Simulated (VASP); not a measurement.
# SiC (P6_3mc): a series in a change of volume

Wanted: the response of SiC to a change of volume, as a table, with a fit that predicts a row left out.

Main program and level: VASP 6.6.1; LDA; plane waves and PAW (Si, C), in the first sound run; inputs show where later runs differ.

This is a report of a sequence of runs, with most program output left out.

### 1. Set-up

It takes space group P6_3mc (No. 186, hexagonal). Conventional cell: a = 3.058 Å, b = 3.058 Å, c = 5.018 Å, α = 90.00°, β = 90.00°, γ = 120.00°. Nearest to Si lie 4 C at 1.87 to 1.89 Å. Nearest to C lie 4 Si at 1.87 to 1.89 Å. Farther neighbours are not listed.

### 2. Relax the crystal, LDA

The series starts from the cell that this level prefers, so that zero strain is near zero stress.

Level: LDA; plane waves and PAW (Si, C).

INCAR reads:

```
SYSTEM = SiC
PREC = Accurate
ENCUT = 600
EDIFF = 1E-07
NELM = 120
ISMEAR = 0
SIGMA = 0.02
LREAL = .FALSE.
ALGO = Normal
GGA = CA
NBANDS = 14
LASPH = .TRUE.
LORBIT = 11
LWAVE = .FALSE.
LCHARG = .FALSE.
KPAR = 16
IBRION = 2
NSW = 40
ISIF = 3
EDIFFG = -0.005
POTIM = 0.4
```

POSCAR reads:

```
SiC
1.0
    3.0575921484      0.0000000000      0.0000000000
   -1.5287960742      2.6479524749      0.0000000000
    0.0000000000      0.0000000000      5.0182537258
Si C
2 2
Direct
    0.3333333333      0.6666666667      0.0005933873
    0.6666666667      0.3333333333      0.5005933873
    0.3333333333      0.6666666667      0.3764066127
    0.6666666667      0.3333333333      0.8764066127
```

KPOINTS reads:

```
Automatic mesh
0
Gamma
11 11 6
0 0 0
```

Potentials, in the order of the species: Si and C (LDA family, release 64).

On the command line:

```console
$ mpirun -np 16 vasp_std
```

Elapsed: 4.8 s, on 16 MPI ranks of Intel Xeon Platinum 8488C (Sapphire Rapids), shared host; peak memory 2.8 GiB.

This run gave:

```
energy(sigma→0) of the program : -33.2802 eV
stress, compression positive   : xx, yy, zz -0.03, -0.03, -0.05 GPa
volume                         : 40.630 Å³
ionic steps                    : 1
```

### 3. Relax at fixed volume, LDA

One member in full: the volume is scaled by 0.99, and shape and atoms relax at that volume.

Level: LDA; plane waves and PAW (Si, C).

Changes to INCAR since step 2:

```diff
@@ -15,7 +15,7 @@
 LCHARG = .FALSE.
-KPAR = 16
+KPAR = 4
 IBRION = 2
 NSW = 40
-ISIF = 3
-EDIFFG = -0.005
+ISIF = 4
+EDIFFG = -0.004
 POTIM = 0.4
```

POSCAR reads:

```
SiC
1.0
    3.0473660113      0.0000000000      0.0000000000
   -1.5236830057      2.6390963804      0.0000000000
    0.0000000000      0.0000000000      5.0014701432
Si C
2 2
Direct
    0.3333333333      0.6666666667      0.0005933873
    0.6666666667      0.3333333333      0.5005933873
    0.3333333333      0.6666666667      0.3764066127
    0.6666666667      0.3333333333      0.8764066127
```

KPOINTS is that of step 2.

On the command line:

```console
$ mpirun -np 4 vasp_std
```

Wall time 11 s (4 MPI ranks); peak memory 0.62 GiB.

This run gave:

- energy(sigma→0) of the program: -33.2768 eV
- stress, compression positive: xx, yy, zz 2.34, 2.34, 2.27 GPa
- ionic steps: 1

### 4. Dielectric response, LDA

Linear response gives the dielectric tensors, Born charges and zone-centre modes.

Level: LDA; plane waves and PAW (Si, C).

INCAR reads:

```
SYSTEM = SiC
PREC = Accurate
ENCUT = 600
EDIFF = 1E-08
NELM = 120
ISMEAR = 0
SIGMA = 0.02
LREAL = .FALSE.
ALGO = Normal
GGA = CA
NBANDS = 14
LASPH = .TRUE.
LWAVE = .FALSE.
LCHARG = .FALSE.
KPAR = 4
LEPSILON = .TRUE.
IBRION = 8
NSW = 1
```

POSCAR is that of step 3.

KPOINTS reads:

```
Automatic mesh
0
Gamma
12 12 7
0 0 0
```

On the command line:

```console
$ mpirun -np 4 vasp_std
```

Elapsed: 5.9 min, on 4 MPI ranks; peak memory 3.1 GiB; 24 min of CPU time.

Numbers from this step:

| Quantity | Value |
| --- | --- |
| ε∞, diagonal | 6.88, 6.88, 7.24 |

### 5. Band edges, TB-mBJ with spin-orbit coupling

Short lines in KPOINTS_OPT sample the zone centre, for masses, and the other valleys.

Level: TB-mBJ, spin-orbit coupling; plane waves and PAW (Si, C).

TB-mBJ has no energy functional, so the total energy, stress and pressure in this output mean nothing.

INCAR reads:

```
SYSTEM = SiC
PREC = Accurate
ENCUT = 600
EDIFF = 1E-06
NELM = 150
ISMEAR = 0
SIGMA = 0.02
LREAL = .FALSE.
ALGO = Normal
METAGGA = MBJ
LASPH = .TRUE.
LNONCOLLINEAR = .TRUE.
MAGMOM = 0 0 0 0 0 0 0 0 0 0 0 0
NBANDS = 26
GGA_COMPAT = .FALSE.
LSORBIT = .TRUE.
LWAVE = .FALSE.
LCHARG = .FALSE.
KPAR = 4
```

POSCAR is that of step 4.

KPOINTS reads:

```
Automatic mesh
0
Gamma
9 9 5
0 0 0
```

KPOINTS_OPT reads:

```
Line mode
6
Line-mode
Reciprocal
  0.00000000   0.00000000   0.00000000
  0.00000000   0.00000000   0.03980043

  0.00000000   0.00000000   0.00000000
 -0.02425017   0.01212508   0.00000000

  0.50000000   0.00000000   0.00000000
  0.50000000   0.00000000   0.50000000

  0.33333333   0.33333333   0.00000000
  0.33333333   0.33333333   0.50000000
```

On the command line:

```console
$ mpirun -np 4 vasp_ncl
```

The job ended after 3.3 min (4 MPI ranks; peak memory 1.6 GiB).

### 6. Band edges, r2SCAN

Level: r2SCAN; plane waves and PAW (Si, C).

INCAR reads:

```
SYSTEM = SiC
PREC = Accurate
ENCUT = 600
EDIFF = 1E-06
NELM = 100
ISMEAR = 0
SIGMA = 0.02
LREAL = .FALSE.
ALGO = Normal
METAGGA = R2SCAN
LASPH = .TRUE.
NBANDS = 13
LWAVE = .FALSE.
LCHARG = .FALSE.
KPAR = 4
```

POSCAR is that of step 5.

KPOINTS is that of step 5.

KPOINTS_OPT is that of step 5.

On the command line:

```console
$ mpirun -np 4 vasp_std
```

It took 23 s on 4 MPI ranks; peak memory 0.69 GiB; 88 s of CPU time.

This run gave:

- energy(sigma→0) of the program: -118.8136 eV
- stress, compression positive: xx, yy, zz 4.84, 4.84, 4.78 GPa

The run ends at a pressure of 4.82 GPa.

### 7. The table

Runs beyond LDA use the data sets made with LDA; this shifts their levels slightly, and their total energies have another zero (at TB-mBJ, which has no energy functional, they mean nothing).

The other members went through these steps as far as the tables show, with the same cutoff and, step by step, the same mesh (but for the dielectric runs, see below); 32 runs are not shown. The session took 6.6 core hours (wall time by ranks) on a shared machine.

The dielectric columns come from linear-response runs at LDA, run where the gap exceeds a picked 1.2 eV, on meshes that differ between rows: 13×13×7 at 0.94, 0.96; 12×12×7 at 0.98, 0.99, 1, 1.01, 1.02, 1.04, 1.06. A change between rows on different meshes is not the strain's alone.

```csv
volume over the relaxed volume,volume (Å³/atom),pressure (GPa),energy above the unstrained row (meV/atom),"gap on the mesh, LDA (eV)",ε∞ (mean),static ε (mean),"largest Born charge, mean of the diagonal (e)",lowest optical mode (cm⁻¹),highest mode without LO–TO splitting (cm⁻¹)
0.940,9.548,15.973,29.634,2.155,6.885,10.220,2.790,254.689,903.085
0.960,9.751,10.109,12.884,2.191,6.928,10.314,2.774,255.914,881.142
0.980,9.954,4.789,3.220,2.225,6.976,10.412,2.758,256.958,860.200
0.990,10.056,2.319,0.851,2.242,6.999,10.460,2.750,257.454,849.875
1,10.157,-0.037,0.000,2.258,7.024,10.509,2.742,257.877,840.214
1.010,10.259,-2.280,0.615,2.274,7.049,10.558,2.735,258.275,830.809
1.020,10.361,-4.416,2.622,2.290,7.074,10.607,2.727,258.537,821.609
1.040,10.564,-8.388,10.543,2.321,7.128,10.708,2.711,258.966,803.357
1.060,10.767,-11.990,23.267,2.351,7.184,10.811,2.696,259.178,786.218
```

A cubic of the pressure in ln(V/V₀) through all rows has the slope −B at V₀: B = 230 GPa, and its curvature gives B′ = 3.9.

Band edges at TB-mBJ with spin-orbit coupling, counted from the valence-band top at Γ, spin-orbit pairs averaged, with one row partly withheld:

```csv
volume over the relaxed volume,gap (eV),conduction band at Γ (eV),lowest conduction level on M–L (eV),second valence level below the top (eV),third valence level below the top (eV)
0.940,3.203,6.266,3.836,0.009,0.129
0.960,3.236,6.083,3.797,0.009,0.128
0.980,3.268,5.906,3.759,0.009,0.126
0.990,3.284,5.822,3.742,0.009,0.124
1,3.299,5.735,3.723,0.009,0.124
1.010,3.314,5.651,3.704,0.009,0.123
1.020,3.328,5.567,3.686,0.009,0.122
1.040,3.357,?,3.653,0.009,0.119
1.060,3.384,5.254,3.619,0.009,0.116
```

Band edges at r2SCAN, counted from the valence-band top at Γ:

```csv
volume over the relaxed volume,gap (eV),conduction band at Γ (eV),lowest conduction level on M–L (eV),second valence level below the top (eV),third valence level below the top (eV)
0.940,2.546,6.099,3.389,0.000,0.115
0.960,2.578,5.903,3.345,0.000,0.115
0.980,2.610,5.713,3.302,0.000,0.114
0.990,2.625,5.622,3.282,0.000,0.113
1,2.640,5.529,3.260,0.000,0.112
1.010,2.654,5.439,3.240,0.000,0.112
1.020,2.669,5.349,3.220,0.000,0.111
1.040,2.697,5.179,3.182,0.000,0.110
1.060,2.724,5.011,3.144,0.000,0.108
```

### 8. Working out the slope

The quantity to fit is the conduction level at Γ above the mean of the three top valence levels at TB-mBJ with spin-orbit coupling: 6.313, 6.129, 5.951, 5.866, 5.779, 5.695, 5.611, 5.295 eV in the rows shown.

A least-squares parabola through the 8 rows shown, with u the logarithm of the volume ratio: E = 2.618 u² − 8.464 u + 5.779 (eV), r.m.s. residual 8.2e-4 eV.

At u = 0.03922 this predicts 5.4511 eV.

### 9. The withheld row

The calculation gives 5.4516 eV, so the prediction is 0.0005 eV too low.

### 10. Outcome

* bulk modulus: 230 GPa
* gap of the unstrained cell, TB-mBJ with spin-orbit coupling: 3.30 eV
* gap of the unstrained cell, r2SCAN: 2.64 eV
* dE/d ln V of the conduction level at Γ above the mean of the three top valence levels, TB-mBJ with spin-orbit coupling: -8.46 eV
* error of the predicted row: -0.5 meV

In words: The slope of the energy gives 0.16 GPa at the relaxed volume where the pressure column has -0.04 GPa, a mark of the finite basis. At TB-mBJ with spin-orbit coupling the edge that sets the gap lies at a point without a column here, up to 0.63 eV below the lowest level listed; the gap runs between 3.20 and 3.38 eV. At r2SCAN the edge that sets the gap lies at a point without a column here, up to 0.84 eV below the lowest level listed; the gap runs between 2.55 and 2.72 eV. Hole masses are left out throughout, since the top bands are degenerate or cross in many series; of conduction masses, those of the Γ, L and (for Si and Ge under (001) strain) Δ valleys are kept where they change by under an eighth between rows. A measured gap of unstrained SiC is 3.33 eV (arxiv:2009.14696, band gap at cryogenic temperature, temperature not given); the static gaps here belong to the lattice relaxed at LDA. TB-mBJ is a potential fitted for gaps; it has no energy functional, so its total energies and forces mean nothing, and its bands tend to come out too narrow. r2SCAN opens gaps somewhat over GGA but leaves them below measured values as a rule. Spin-orbit coupling is left out at r2SCAN, so the valence splittings there lack it. Temperature, zero-point motion and excitons are left out.

[Lines on the potential files, build, host, timing and source positions are cut from VASP's logs without a mark.]

[Logs are printed without paths, hosts, clocks, repeated set-up lines and the standing remarks that a program may print on its own settings, such as how far it seeks lower states.]

[Hosts, paths, dates, database ids (printed as entryN), source tags and the programs' standing remarks are cut or masked in the printed files.]

[In band tables of VASP the shares of atoms and orbitals are scaled to a sum of 1 inside the atoms' spheres.]
